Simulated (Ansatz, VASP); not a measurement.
# MoSeS: VASP beside Ansatz

One calculation is typed for both programs; each brings its own data sets. How far apart do they land? The cell is generated by rule, not measured, and may not be a known phase. The cell is taken from a series of runs on this material, whose earlier steps may have relaxed, scaled, displaced or heated it; both programs get it as it stands.

Method: plane waves, with VASP 6.6.1 beside it; G0W0 gap at PBE, in Ansatz 0.2.0.

The structure was built from a prototype and need not be the compound's stable phase.

### Step 1. Set-up

Symmetry: P6_3mc, No. 186, hexagonal system. The conventional cell has a = 3.212 Å, b = 3.212 Å, c = 12.378 Å, α = 90.00°, β = 90.00°, γ = 120.00°. Nearest to Mo lie 3 S at 2.40 Å and 3 Se at 2.52 Å. S has 3 Mo at 2.40 Å nearest. Se has 3 Mo at 2.52 Å nearest. Farther neighbours and most contacts between anions are not listed.

### Step 2. Ansatz: G0W0 gap, PBE

Ansatz runs on its PAW soft_1 files.

Quasiparticle shifts depend on high empty states and on the cores, so they are the hardest test of two PAW sets.

Input file input.yaml:

```yaml
crystal:
  lattice:
    - [3.2117081741, 0.0, 0.0]
    - [-1.605854087, 2.7814208683, 0.0]
    - [0.0, 0.0, 12.3783241686]
  atoms:
    - { symbol: Mo, position: [0.3333333333, 0.6666666667, 0.254899599] }
    - { symbol: S, position: [0.6666666667, 0.3333333333, 0.3784740593] }
    - { symbol: Se, position: [0.6666666667, 0.3333333333, 0.1166263416] }
    - { symbol: Mo, position: [0.6666666667, 0.3333333333, 0.754899599] }
    - { symbol: S, position: [0.3333333333, 0.6666666667, 0.8784740593] }
    - { symbol: Se, position: [0.3333333333, 0.6666666667, 0.6166263416] }
kpoints:
  mp_grid: { grid: [9, 9, 2] }
hamiltonian:
  xc: pbe
  pseudopotentials: { kind: paw, azcp: { folder: soft_1 } }
scf:
  occupations: { method: fixed }
gw:
  n_empty_bands: 461
  ecut_chi: 150.0
  qp_bands: [v2, c2]
  qp_kpoints: band_edges
  screening: { model: contour_deformation }
```

The run is started by

```bash
ansatz run input.yaml --threads 3 --pin off --max-ram 92160MiB --backend cuda --events-out ev --progress --plain --runs-dir out --devices 1 --max-vram 13GiB
```

Numbers of over 12 decimals in the logs are rounded to 6 here.

The program printed:

```text
GPUs: using 1 of 1 available (devices: 1).
Engine: ansatz 0.2.0, x86_64-unknown-linux-gnu
Pseudopotentials: kind: paw
Pseudopotential: Mo, paw, valence charge 14, recommended cutoff 420 eV (normal), soft_1/Mo.paw.azcp
Pseudopotential: S, paw, valence charge 6, recommended cutoff 420 eV (normal), soft_1/S.paw.azcp
Pseudopotential: Se, paw, valence charge 16, recommended cutoff 420 eV (normal), soft_1/Se.paw.azcp
Functional definition: PBE
  parameter kappa = 0.804
  parameter beta = 0.066725
  exchange = pbe_x(kappa = kappa, mu = beta*pi^2/3)
  correlation = pbe_c(beta = beta)
device memory: the entry about to start is reckoned to put 1.7 GiB on a device that reports 18.2 GiB free (of which the cap on the GPU budget leaves the run 13.0 GiB)
GPU FFT provider: cuFFT
GPU libraries: cuBLAS 13.8.2, cuFFT 12.4.0, cuSOLVER 12.3.4
Crystal: 6 atoms, lattice volume = 110.577 Å³
Basis set: ecut = 420 eV, 2225 PW (Γ)
Bands: 44, of which v1, the nominal top of the filled ones, is band 36 counted from 1 (35 counted from 0)
Symmetry: 12 space group operations
Space group: P63mc (ITA 186), of the structure as read, at distance tolerance 4.8e-5 Å
k-points: 24 of 162
Non-local potential: Mo, projectors of the file, l = 0: 3, l = 1: 2, l = 2: 2, l = 3: 1
Non-local potential: S, projectors of the file, l = 0: 2, l = 1: 2, l = 2: 1
Non-local potential: Se, projectors of the file, l = 0: 2, l = 1: 2, l = 2: 3, l = 3: 1
PAW form: soft (Blöchl's): semilocal exchange-correlation on the pseudo side does not see the compensation charge
PAW one-centre angular grid: Mo, 590 points (default); XC on 64 Gauss nodes
PAW one-centre angular grid: S, 110 points (default); XC on 64 Gauss nodes
PAW one-centre angular grid: Se, 590 points (default); XC on 64 Gauss nodes
Initial density: superposition of atomic densities (chi_scale 0.1, normalization cell, long waves kept (reshape's long-wave potential 0.07 eV rms))
Initial wavefunctions: pseudopotential atomic-orbital guess
GPU buffer pool allocated for 51840 grid points (all kernels)
GPU transforms: local potential and band sums: pruned to the plane-wave sphere, on 24×24×90
Functional: x = pbe(κ = 0.804, μ = 0.219515), c = pbe(β = 0.066725)
SCF iter   1: F=—  HF=-22660.506283 eV  |F-HF|=—  |Δ(HF+E_count)|=         —  Δρ=5.07e-2  dr2=5.51e0  ethr=3.10e-3  ⟨swp⟩=4.9  Hψ=3647  notcnv=0  defer=114
preconditioner: auto → Resta (q_TF=auto, 2.540 Å⁻¹)  ε∞=7.6  [insulator: Δε(μ)=0.732 eV  Ē_g=8.255 eV  n_scr=40 (ndim 8)  ℏωp=21.2 eV  f_vac=0.004  ε∞_Penn≈7.6]
SCF iter   2: F=—  HF=-22659.368691 eV  |F-HF|=—  |Δ(HF+E_count)|=    1.14e0  Δρ=2.67e-2  dr2=1.72e0  ethr=3.10e-3  ⟨swp⟩=2.0  Hψ=1617  notcnv=0  defer=82
SCF iter   3: F=—  HF=-22658.970935 eV  |F-HF|=—  |Δ(HF+E_count)|=   3.98e-1  Δρ=1.11e-2  dr2=2.09e-1  ethr=2.39e-3  ⟨swp⟩=2.2  Hψ=1473  notcnv=0  defer=98
SCF iter   4: F=—  HF=-22658.941683 eV  |F-HF|=—  |Δ(HF+E_count)|=   2.93e-2  Δρ=3.91e-3  dr2=4.04e-2  ethr=2.90e-4  ⟨swp⟩=2.6  Hψ=1650  notcnv=0  defer=133
SCF iter   5: F=—  HF=-22658.939542 eV  |F-HF|=—  |Δ(HF+E_count)|=   2.14e-3  Δρ=1.43e-3  dr2=4.27e-3  ethr=5.60e-5  ⟨swp⟩=2.1  Hψ=1372  notcnv=0  defer=142
SCF iter   6: F=—  HF=-22658.939992 eV  |F-HF|=—  |Δ(HF+E_count)|=   4.51e-4  Δρ=5.78e-4  dr2=7.19e-4  ethr=5.94e-6  ⟨swp⟩=2.0  Hψ=1876  notcnv=0  defer=144
SCF iter   7: F=—  HF=-22658.940430 eV  |F-HF|=—  |Δ(HF+E_count)|=   4.37e-4  Δρ=2.01e-4  dr2=4.79e-5  ethr=9.99e-7  ⟨swp⟩=2.0  Hψ=1849  notcnv=0  defer=139
SCF iter   8: F=—  HF=-22658.940512 eV  |F-HF|=—  |Δ(HF+E_count)|=   8.29e-5  Δρ=5.01e-5  dr2=2.48e-6  ethr=6.66e-8  ⟨swp⟩=2.1  Hψ=1865  notcnv=0  defer=61
SCF iter   9: F=—  HF=-22658.940519 eV  |F-HF|=—  |Δ(HF+E_count)|=   6.86e-6  Δρ=1.19e-5  dr2=1.59e-7  ethr=3.45e-9  ⟨swp⟩=2.4  Hψ=1469  notcnv=0  defer=66
SCF iter  10: F=-22658.940520 eV  HF=-22658.940520 eV  |F-HF|=7.13e-9  |Δ(HF+E_count)|=   4.23e-7  Δρ=3.64e-6  dr2=1.07e-8  ethr=1.39e-10  ⟨swp⟩=10.1  Hψ=3973  notcnv=0
SCF 1 converged in 10 iterations: F = -22658.940520 eV  dr2 = 1.07e-8
  greatest PAW one-centre occupation: 1.000 electrons in one spin orbital (limit 2), on the Se atom at site 2 (counted from 0), in its partial waves of l = 2
device memory: the entry about to start is reckoned to put 1.7 GiB (of the 1.9 GiB reckoned in all, the device holds 0.2 GiB already) on a device that reports 26.0 GiB free (of which the cap on the GPU budget leaves the run 12.9 GiB)
NSCF: frozen V_eff on 24 k-points, pencils in batches of 32, up to order 176
the band table was solved once the SCF had ended and its energy, with any forces and stress, was formed, with the checks that follow a solve (4229 applications of the Hamiltonian). They found nothing against the state; the energy, forces and stress were not computed again (output.eigenvalues in the input reference)
device memory: the entry about to start is reckoned to put 6.9 GiB on a device that reports 26.2 GiB free (of which the cap on the GPU budget leaves the run 13.0 GiB)
[...]
E_smearing   = -0.000000  (= −TS)
  E_closure    = 0.000000  (closes the sum)
  Σ components = -22658.940520   (vs F -22658.940520, Δ=0.00e0)
--- Band table (eV; the first three rows and the last of 24) ---
  k-point 0: bands = [... 32 lower, 10.4195, 10.6528, 11.4500, 12.1491, 14.3586, 14.3586, 14.3694, 14.3694, ... 4 higher]
  k-point 1: bands = [... 32 lower, 10.3901, 10.3901, 11.9534, 11.9534, 14.3592, 14.3592, 14.3592, 14.3592, ... 4 higher]
  k-point 2: bands = [... 32 lower, 10.3609, 10.7639, 11.4779, 11.7851, 14.0886, 14.1638, 14.2678, 14.2825, ... 4 higher]
  k-point 23: bands = [... 32 lower, 9.3237, 9.3237, 11.4973, 11.4973, 13.2146, 13.2146, 14.2441, 14.2441, ... 4 higher]
--- G₀W₀: contour deformation, 7 samples at zero and on the imaginary axis and 2 off it, 162 q-points, 461 empty bands' worth ---
  eigenvalues of the whole cell's RPA ε∞ on this k-mesh (on a slab, of 1 + 4πα/V) = 7.8929, 15.7849, 15.7849; static W/v taken at q = 0 is 0.078041
  bands read: the sum over 497 bands ends inside a degenerate multiplet in 13 slots, whose members it reads at an even weight; the widest, k=1: bands 495 to 498 (counted from 1) at 3/4 each
  gw.qp_kpoints: band_edges: 17 of 24 stored k-points solved, in 1 pass; an edge of the gap read off the rows below is read off those points alone
    valence top: of the k-points left out ik 16 came nearest to being solved in a further pass, in band 36 (counted from 1, as in the quasiparticle table): it holds the edge there only if its correction is more favourable than any solved in that band by at least 0.801 eV; those differ by 0.365 eV
    conduction bottom: of the k-points left out ik 15 came nearest to being solved in a further pass, in band 37 (counted from 1, as in the quasiparticle table): it holds the edge there only if its correction is more favourable than any solved in that band by at least 0.572 eV; those differ by 0.244 eV
    ik  band        ε_KS         Σx   Σc(E_QP)       V_xc       Z   E_QP_lin       E_QP  E_QP is
     0    35     11.4500   -18.4061     1.3568   -16.6985  0.7485    11.0974    11.0993  root
     0    36     12.1491   -19.6595     0.3644   -19.2186  0.7384    12.0725    12.0726  root
     0    37     14.3586   -13.9177    -4.3626   -18.5520  0.7363    14.6318    14.6303  root
     0    38     14.3586   -13.9177    -4.3626   -18.5520  0.7363    14.6318    14.6303  root
     1    35     11.9534   -19.3257     0.6446   -18.5349  0.7415    11.8070    11.8072  root
     1    36     11.9534   -19.3257     0.6446   -18.5349  0.7415    11.8070    11.8072  root
     1    37     14.3592   -13.8821    -4.3617   -18.5080  0.7347    14.6250    14.6235  root
     1    38     14.3592   -13.8821    -4.3617   -18.5080  0.7347    14.6250    14.6235  root
     2    35     11.4779   -18.4862     1.3967   -16.7229  0.7503    11.1092    11.1111  root
     2    36     11.7851   -19.4807     0.5752   -18.8126  0.7383    11.6922    11.6923  root
     2    37     14.0886   -13.9125    -4.2458   -18.3810  0.7383    14.3123    14.3113  root
     2    38     14.1638   -13.8523    -4.2719   -18.3616  0.7457    14.4023    14.4012  root
     3    35     11.7063   -19.2679     0.7950   -18.3151  0.7410    11.5482    11.5485  root
     3    36     11.7063   -19.2679     0.7950   -18.3151  0.7410    11.5482    11.5485  root
     3    37     14.1381   -13.9439    -4.2977   -18.4956  0.7431    14.3934    14.3921  root
     3    38     14.1381   -13.9439    -4.2977   -18.4956  0.7431    14.3934    14.3921  root
     4    35     10.9481   -19.1170     1.0453   -17.9583  0.7311    10.8345    10.8347  root
     4    36     10.9981   -18.8532     1.3651   -17.2495  0.7367    10.7586    10.7596  root
     4    37     13.2800   -13.8094    -4.0151   -18.0530  0.7455    13.5094    13.5086  root
     4    38     13.8467   -14.3486    -4.0987   -18.6769  0.7341    14.0772    14.0763  root
     6    35     10.5728   -19.3585     1.5312   -17.5420  0.7413    10.2860    10.2876  root
     6    36     10.6682   -18.9152     1.2005   -17.5967  0.7288    10.5500    10.5503  root
     6    37     13.3580   -14.3757    -4.2533   -18.9298  0.7365    13.6603    13.6587  root
     6    38     13.6113   -15.3423    -4.2953   -19.9758  0.7293    13.9518    13.9495  root
[...]
22    35     11.4073   -18.7603     0.3893   -18.3292  0.7375    11.3656    11.3656  root
    22    36     11.6200   -19.2241     0.2656   -18.9391  0.7379    11.6007    11.6007  root
    22    37     13.2124   -16.1260    -3.9919   -20.4795  0.7298    13.5762    13.5741  root
    22    38     13.2124   -16.1260    -3.9919   -20.4795  0.7298    13.5762    13.5741  root
    23    35     11.4973   -18.9170     0.3248   -18.5604  0.7379    11.4656    11.4656  root
    23    36     11.4973   -18.9170     0.3248   -18.5604  0.7379    11.4656    11.4656  root
    23    37     13.2146   -16.1124    -3.9910   -20.4636  0.7299    13.5769    13.5749  root
    23    38     13.2146   -16.1124    -3.9910   -20.4636  0.7299    13.5769    13.5749  root
```

In the SCF lines HF is the Harris–Foulkes energy and dr2 the Hartree energy of the density residual, in eV; the loop may stop once dr2 is under the threshold and the program's other checks hold. Hψ counts applications of the Hamiltonian.

(Continued in part 2 of 2.)

[Lines on the potential files, build, host, timing and source positions are cut from VASP's logs without a mark.]

[Logs are printed without paths, hosts, clocks, repeated set-up lines and the standing remarks that a program may print on its own settings, such as how far it seeks lower states.]

[Hosts, paths, dates, database ids (printed as entryN), source tags and the programs' standing remarks are cut or masked in the printed files.]
